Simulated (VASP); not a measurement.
# Cu (I4/mmm) in VASP: a series of runs

Runs on Cu. Level: PBEsol. Tasks: single point.

All numbers are computed with VASP 6.6.1; they aren't measurements. Logs are shortened: lines on timing, memory, paths and dates and some standing lists are left out, and cuts for length are marked.

**1. The crystal as given**

Symmetry: I4/mmm, No. 139, tetragonal system. The conventional cell has a = 3.046 Å, b = 3.046 Å, c = 2.470 Å, α = 90.00°, β = 90.00°, γ = 90.00°. Cu (site symmetry 4/mmm) is surrounded by 10 Cu at 2.47 to 2.48 Å.

This isn't the form of Cu at room conditions, which is fcc.

**2. Single point, PBEsol**

Contents of INCAR:

```
SYSTEM = Cu
PREC = Accurate
ENCUT = 520
EDIFF = 1E-6
ISMEAR = 0
SIGMA = 0.15
LREAL = .False.
LASPH = .True.
NELM = 100
ALGO = Fast
ISIF = 2
LWAVE = .False.
LCHARG = .True.
GGA = PS
LELF = .True.
LVHAR = .True.
NBANDS = 12
```

Contents of KPOINTS:

```
Automatic mesh
0
Gamma
  26 26 26
  0 0 0
```

Contents of POSCAR:

```
Cu
1.0
   -1.5231095727      1.5231095727      1.2347814342
    1.5231095727     -1.5231095727      1.2347814342
    1.5231095727      1.5231095727     -1.2347814342
Cu
1
Direct
    0.0000000000      0.0000000000      0.0000000000
```

Potentials or basis: VASP PAW PBE potentials, release 64 (Cu).

Command:

```bash
$ cat potpaw_PBE.64/Cu/POTCAR > POTCAR
$ mpirun -np 1 vasp_std > vasp.out
```

OUTCAR:

```text
SYSTEM = Cu
   PREC = Accurate
   ENCUT = 520
   EDIFF = 1E-6
   ISMEAR = 0
   LREAL = .False.
   LASPH = .True.
   NELM = 100
   ISIF = 2
   GGA = PS

 ion  position               nearest neighbor table
   1  0.000  0.000  0.000-

  LATTYP: Found a body centered tetragonal cell.
 ALAT       =     3.0462191454
 C/A-ratio  =     0.8106977044

  Lattice vectors:

 A1 = (  -1.5231095727,   1.5231095727,   1.2347814342)
 A2 = (   1.5231095727,  -1.5231095727,   1.2347814342)
 A3 = (   1.5231095727,   1.5231095727,  -1.2347814342)

Analysis of symmetry for initial positions (statically):
=====================================================================
 Subroutine PRICEL returns:
 Original cell was already a primitive cell.

 Routine SETGRP: Setting up the symmetry group for a
 body centered tetragonal supercell.

 Subroutine GETGRP returns: Found 16 space group operations
 (whereof 16 operations were pure point group operations)
 out of a pool of 16 trial point group operations.

The static configuration has the point symmetry D_4h.

Analysis of symmetry for dynamics (positions and initial velocities):
=====================================================================
 Subroutine PRICEL returns:
 Original cell was already a primitive cell.

 Routine SETGRP: Setting up the symmetry group for a
 body centered tetragonal supercell.

 Subroutine GETGRP returns: Found 16 space group operations
 (whereof 16 operations were pure point group operations)
 out of a pool of 16 trial point group operations.

The dynamic configuration has the point symmetry D_4h.

 Subroutine INISYM returns: Found 16 space group operations
 (whereof 16 operations are pure point group operations),
 and found     1 'primitive' translations

----------------------------------------------------------------------------------------

                                     Primitive cell

  volume of cell :      11.4581

  direct lattice vectors                    reciprocal lattice vectors
    -1.523109573  1.523109573  1.234781434     0.000000000  0.328275791  0.404929963
     1.523109573 -1.523109573  1.234781434     0.328275791  0.000000000  0.404929963
     1.523109573  1.523109573 -1.234781434     0.328275791  0.328275791  0.000000000

  length of vectors
     2.482823137  2.482823137  2.482823137     0.521280414  0.521280414  0.464252076

  position of ions in fractional coordinates (direct lattice)
     0.000000000  0.000000000  0.000000000

[... 84 lines left out ...]
   TEBEG  =    0.0;   TEEND  =   0.0 temperature during run
   PSTRESS=    0.0 pullay stress
   NELECT =      11.0000    total number of electrons
   NUPDOWN=      -1.0000    fix difference up-down
   EMIN   =  10.00;   EMAX   =-10.00  energy-range for DOS
   EFERMI =   0.00;   METHOD = LEGACY
   ISMEAR =     0;   SIGMA  =   0.15  broadening in eV -4-tet -1-fermi 0-gaus
   EFERMI_NEDOS =   21; number of points for ismear=-14 and -15
   IALGO  =     68    algorithm
   IMIX   =      4    mixing-type and parameters
     AMIX     =   0.40;   BMIX     =  1.00
     AMIX_MAG =   1.60;   BMIX_MAG =  1.00
  volume/ion in A,a.u.               =      11.46        77.32
  Fermi-wavevector in a.u.,A,eV,Ry     =   1.614984  3.051878 35.486359  2.608174
  Thomas-Fermi vector in A             =   2.709805
   LORBIT       =      0    0 simple, 1 ext, 2 COOP (PROOUT), +10 PAW based schemes
   GGA     = PS    functional components
   LHFCALC =     F    Hartree Fock is set to
   AEXX    =    0.0000 exact exchange contribution
   IVDW    =     0    specifies the selected vdW correction
   LEPSILON=     F    determine dielectric tensor
   LRPA    =     F    only Hartree local field effects (RPA)
 non-spin polarized calculation
 RMM-DIIS sequential band-by-band and
 Gauss-broadening in eV      SIGMA  =   0.15
  energy-cutoff  :      520.00
  volume of cell :       11.46
 maximum number of plane-waves:       321
   NGX =  9   NGY =  9   NGZ =  9

 number of electron      10.9999980 magnetization

 Free energy of the ion-electron system (eV)
  ---------------------------------------------------
  ext. energy  EPLUGINS =         0.00000000
  ---------------------------------------------------
  free energy    TOTEN  =        -4.24603566 eV

  energy without entropy =       -4.24163758  energy(sigma->0) =       -4.24383662

 E-fermi :   7.8068     XC(G=0): -13.0769

 val. band max:        7.8047974683   @ k =   0.5000   0.2308   0.0385
 cond. band min:       7.8079755071   @ k =  -0.1538  -0.3462   0.1154
 fundamental gap:      0.0031780389
 Fermi energy:         7.8067788308

 k-point     1 :       0.0000    0.0000    0.0000
  band No.  band energies     occupation
      1      -1.8364      2.00000
      2       4.0701      2.00000
      3       4.9039      2.00000
      4       5.0219      2.00000
      5       5.0219      2.00000
      6       5.9522      2.00000
      7      29.7885      0.00000
      8      29.7885      0.00000
      9      33.6122      0.00000
     10      34.8961      0.00000
     11      37.3353      0.00000
     12      37.9268      0.00000
[... 331 lines left out ...]
 k-point    24 :       0.3846    0.0385   -0.0000
  band No.  band energies     occupation
      1       2.5555      2.00000
      2       3.6407      2.00000
      3       5.4952      2.00000
      4       5.8747      2.00000
      5       6.1622      2.00000
      6       6.6290      2.00000
      7      15.6594      0.00000
      8      24.2504      0.00000
      9      24.4249      0.00000
     10      28.6437      0.00000
     11      31.4502      0.00000
     12      38.4778      0.00000

 [... further k-points ...]

------------------------ aborting loop because EDIFF is reached ----------------------------------------

  FORCE on cell =-STRESS in cart. coord.  units (eV):
  Direction    XX          YY          ZZ          XY          YZ          ZX
  --------------------------------------------------------------------------------------
  -------------------------------------------------------------------------------------
  Total       -0.1375972     -0.1375972      0.5894885      0.0000000     -0.0000000      0.0000000
  in kB      -19.2401162    -19.2401162     82.4277726      0.0000000     -0.0000000      0.0000000
  external PRESSURE =      14.6491801 kB  Pullay stress =       0.0000000 kB

 VOLUME and BASIS-vectors are now :
 -----------------------------------------------------------------------------
  energy-cutoff  :      520.00
  volume of cell :       11.46
      direct lattice vectors                 reciprocal lattice vectors
    -1.523109573  1.523109573  1.234781434     0.000000000  0.328275791  0.404929963
     1.523109573 -1.523109573  1.234781434     0.328275791  0.000000000  0.404929963
     1.523109573  1.523109573 -1.234781434     0.328275791  0.328275791  0.000000000

 POSITION                                       TOTAL-FORCE (eV/Angst)
 -----------------------------------------------------------------------------------
      0.00000      0.00000      0.00000         0.000000     -0.000000      0.000000
 -----------------------------------------------------------------------------------
    total drift:                                0.000000      0.000000      0.000000

  FREE ENERGIE OF THE ION-ELECTRON SYSTEM (eV)
  ---------------------------------------------------
  free  energy   TOTEN  =        -4.2460356631 eV

  energy  without entropy=       -4.2416375814  energy(sigma->0) =       -4.24383662
```

stdout:

```text
POSCAR found type information on POSCAR Cu
 POSCAR found :  1 types and       1 ions
 scaLAPACK will be used
 -----------------------------------------------------------------------------
|                                                                             |
|                                                                             |
|     You enforced a specific xc type in the INCAR file but a different       |
|     I HOPE YOU KNOW WHAT YOU ARE DOING!                                     |
|                                                                             |
 -----------------------------------------------------------------------------

 LDA part: xc-table for (Slater+PW92), standard interpolation
 POSCAR, INCAR and KPOINTS ok, starting setup
 FFT: planning ... GRIDC
 FFT: planning ... GRID_SOFT
 FFT: planning ... GRID
 WAVECAR not read
 entering main loop
WARNING in EDDRMM: call to ZHEGV failed, returncode =   6  3      9
WARNING in EDDRMM: call to ZHEGV failed, returncode =   6  3      9
WARNING in EDDRMM: call to ZHEGV failed, returncode =   6  3      9
```

It took 88 s on 1 thread of Intel Xeon Platinum 8488C (Sapphire Rapids), shared host; peak memory 0.27 GiB.

What came out:

| Item | Value |
| --- | --- |
| Free energy | -4.2460 eV |
| Pressure | 1.5 GPa |
| Band gap on the k mesh | none (metal or under the smearing width) |

Caveat: the PAW data sets were made with another functional, which shifts forces and pressure a little.

**3. Single point, PBEsol**

Contents of INCAR:

```
SYSTEM = Cu
PREC     = Accurate       ! precision mode
ENCUT    = 520            ! plane-wave cutoff, eV
EDIFF    = 1E-6           ! SCF threshold, eV
ISMEAR   = 0              ! smearing method
SIGMA    = 0.15           ! smearing width, eV
LREAL    = .FALSE.        ! projectors in reciprocal space
LASPH    = .TRUE.         ! aspherical terms in the spheres
NELM     = 100            ! most SCF steps
ALGO     = Fast           ! electronic algorithm
ISIF     = 2              ! what is computed and relaxed
LWAVE    = .FALSE.        ! write WAVECAR
LCHARG   = .FALSE.        ! write CHGCAR
GGA      = PS             ! functional
NBANDS   = 12             ! bands
```

Contents of KPOINTS:

```
Automatic mesh
0
G
  26 26 26
  0 0 0
```

Contents of POSCAR:

```
Cu
1.0
   -1.3577204963      1.3577204963      1.5539306677
    1.3577204963     -1.3577204963      1.5539306677
    1.3577204963      1.3577204963     -1.5539306677
Cu
1
Direct
    0.0000000000      0.0000000000      0.0000000000
```

Potentials or basis: VASP PAW PBE potentials, release 64 (Cu).

Command:

```bash
$ cat potpaw_PBE.64/Cu/POTCAR > POTCAR
$ mpirun -np 1 vasp_std > vasp.out
```

Run time: 91 s. Hardware: 1 thread of Intel Xeon Platinum 8488C (Sapphire Rapids), shared host; peak memory 0.27 GiB.

Results (log left out):

| Property | Result |
| --- | --- |
| Free energy | -4.2805 eV |
| Pressure | -0.7 GPa |
| Band gap on the k mesh | none (metal or under the smearing width) |

Stress tensor (GPa, compression positive):
```
-1.73  0.00  0.00
 0.00 -1.73  0.00
 0.00  0.00  1.28
```

Levels at points of the mesh, in eV from the Fermi level:
| k point | band 4 | band 5 | band 6 | band 7 | band 8 | band 9 |
| --- | --- | --- | --- | --- | --- | --- |
| (0.00, 0.00, 0.00) | -2.83 | -2.47 | -1.98 | 23.73 | 25.63 | 25.63 |
| (0.50, 0.00, 0.00) | -1.92 | -1.45 | -0.98 | 4.11 | 19.02 | 19.38 |
| (0.50, 0.50, 0.00) | -1.85 | -1.35 | 0.04 | 5.52 | 15.56 | 15.62 |
| (0.50, 0.50, 0.50) | -1.51 | -1.51 | 5.16 | 10.08 | 10.08 | 11.38 |

Caveat: the PAW data sets were made with another functional, which shifts forces and pressure a little.

**4. Single point, PBEsol**

Contents of INCAR:

```
  ALGO = Fast
  EDIFF = 1E-6
  ENCUT = 520
  GGA = PS
  ISIF = 2
  ISMEAR = 0
  LASPH = True
  LCHARG = False
  LREAL = False
  LWAVE = False
  NBANDS = 12
  NELM = 100
  PREC = Accurate
  SIGMA = 0.15
```

Contents of KPOINTS:

```
k-points
0
Gamma
  26 26 26
```

Contents of POSCAR:

```
Cu
1.0
   -1.4834566068      1.4834566068      1.3016753842
    1.4834566068     -1.4834566068      1.3016753842
    1.4834566068      1.4834566068     -1.3016753842
Cu
1
Direct
    0.0000000000      0.0000000000      0.0000000000
```

Command:

```bash
$ cat potpaw_PBE.64/Cu/POTCAR > POTCAR
$ mpirun -np 1 vasp_std > vasp.out
```

Run time: 1.8 min. Hardware: 1 thread of Intel Xeon Platinum 8488C (Sapphire Rapids), shared host; peak memory 0.27 GiB.

The run converged. Its results:

```
Free energy            : -4.2687 eV
Pressure               : -0.2 GPa
Band gap on the k mesh : none (metal or under the smearing width)
```

Stress tensor (GPa, compression positive):
```
-1.02  0.00  0.00
 0.00 -1.02  0.00
 0.00  0.00  1.43
```

Levels at points of the mesh, in eV from the Fermi level:
| k point | band 2 | band 3 | band 4 | band 5 | band 6 | band 7 | band 8 | band 9 | band 10 | band 11 |
| --- | --- | --- | --- | --- | --- | --- | --- | --- | --- | --- |
| (0.00, 0.00, 0.00) | -3.54 | -2.97 | -2.97 | -2.54 | -1.92 | 23.51 | 23.51 | 27.44 | 27.70 | 28.01 |
| (0.50, 0.00, 0.00) | -4.15 | -2.22 | -1.74 | -1.41 | -0.30 | 5.07 | 16.71 | 16.75 | 20.78 | 23.83 |
| (0.50, 0.50, 0.00) | -3.47 | -2.62 | -2.17 | -1.44 | -1.34 | 3.58 | 20.24 | 20.79 | 24.10 | 26.87 |
| (0.50, 0.50, 0.50) | -4.79 | -1.60 | -1.60 | -1.47 | 6.68 | 6.68 | 11.93 | 12.55 | 13.26 | 18.52 |

Caveat: the PAW data sets were made with another functional, which shifts forces and pressure a little.
